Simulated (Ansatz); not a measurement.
The decay constant κ of evanescent states in the gap governs leakage through a thin film.

Data:

```yaml
crystal:
  lattice:
    - [5.71370, 0.00000, 0.00000]
    - [0.00000, 8.08039, 0.00000]
    - [2.85685, 4.04019, 2.85685]
  atoms:
    - { symbol: Mg, position: [0.50000, 0.25000, 0.00000] }
    - { symbol: Mg, position: [0.00000, 0.00000, 0.00000] }
    - { symbol: Al, position: [0.25000, 0.62500, 0.00000] }
    - { symbol: Al, position: [0.25000, 0.62500, 0.50000] }
    - { symbol: Al, position: [0.75000, 0.62500, 0.00000] }
    - { symbol: Al, position: [0.75000, 0.12500, 0.50000] }
    - { symbol: O, position: [0.27744, 0.41616, 0.44512] }
    - { symbol: O, position: [0.77744, 0.38872, 0.00000] }
    - { symbol: O, position: [0.72256, 0.86128, 0.55488] }
    - { symbol: O, position: [0.22256, 0.38872, 0.00000] }
    - { symbol: O, position: [0.72256, 0.86128, 0.00000] }
    - { symbol: O, position: [0.22256, 0.83384, 0.55488] }
    - { symbol: O, position: [0.27744, 0.86128, 0.00000] }
    - { symbol: O, position: [0.77744, 0.38872, 0.44512] }
```

The cell is taken as given.

Transport runs along the normal of the first two printed cell vectors, the (110) plane of the conventional cell.

The gap is the functional's own. No spin-orbit coupling. Mid-gap values are those at the computed energy nearest the middle.

Task: State the band gap and the smallest decay constant κ at mid-gap according to r2SCAN in Ansatz (a first-principles code).

Result: Gap 6.21 eV on a 10×10×10 mesh; κ = 0.388 1/Å, at the zone centre.
